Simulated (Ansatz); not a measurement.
# InSe: the cost of one run

Program: Ansatz 0.2.0. PAW datasets, plane waves, zero pressure. (Simulation; spin polarisation is off.)

The COD entry's cell or inner coordinates are ideal or old and differ from later refinements, so a difference from it is no clean test against experiment.

## 1. The cell

Space group R3m (No. 160), trigonal; conventional cell a = 4.000 Å, c = 25.320 Å, 29.24 Å³ an atom. In has 3 Se at 2.64 Å and 1 In at 2.82 Å; In has 3 Se at 2.63 Å and 1 In at 2.82 Å; Se has 3 In at 2.64 Å; Se has 3 In at 2.63 Å.

Structure file:

```cif
data_structure
_symmetry_space_group_name_H-M 'R3m:H'
_symmetry_Int_Tables_number 160
_cell_length_a 4.0000
_cell_length_b 4.0000
_cell_length_c 25.3200
_cell_angle_alpha 90.000
_cell_angle_beta 90.000
_cell_angle_gamma 120.000
_cell_volume 350.84
loop_
_atom_site_label
_atom_site_type_symbol
_atom_site_symmetry_multiplicity
_atom_site_Wyckoff_symbol
_atom_site_fract_x
_atom_site_fract_y
_atom_site_fract_z
_atom_site_occupancy
In1 In 3 a 0.00000 0.00000 0.00000 1
In2 In 3 a 0.00000 0.00000 0.11140 1
Se1 Se 3 a 0.33333 0.66667 0.28317 1
Se2 Se 3 a 0.66667 0.33333 0.16143 1
```

## 2. Relaxing with PBE-D3(BJ)

input.yaml

```yaml
crystal:
  lattice:
    - [2.0, 1.1547005384, 8.44]
    - [-2.0, 1.1547005384, 8.44]
    - [0.0, -2.3094010768, 8.44]
  atoms:
    - { symbol: In, position: [0.0, 0.0, 0.0] }
    - { symbol: In, position: [0.1114, 0.1114, 0.1114] }
    - { symbol: Se, position: [0.6165, 0.6165, 0.6165] }
    - { symbol: Se, position: [0.8281, 0.8281, 0.8281] }
kpoints:
  mp_grid: { grid: [6, 6, 6] }
hamiltonian:
  xc: pbe
  dispersion: d3bj
scf:
  occupations: { method: fermi_dirac, width: 0.02 }
relax:
  f_tol: 0.005
  cell: {}
output:
  write_density: true
  write_potential: true
  elf: true
  volumetric_format: npy
```

On the command line:

```sh
> ansatz run input.yaml --threads 4 --pin off --max-ram 9216MiB --backend cpu --events-out ev --progress --plain --runs-dir out
```

Q: Estimate wall time and peak memory on 4 threads of Arm Neoverse V1, shared host.

About 26 s, with a peak of 0.48 GiB.
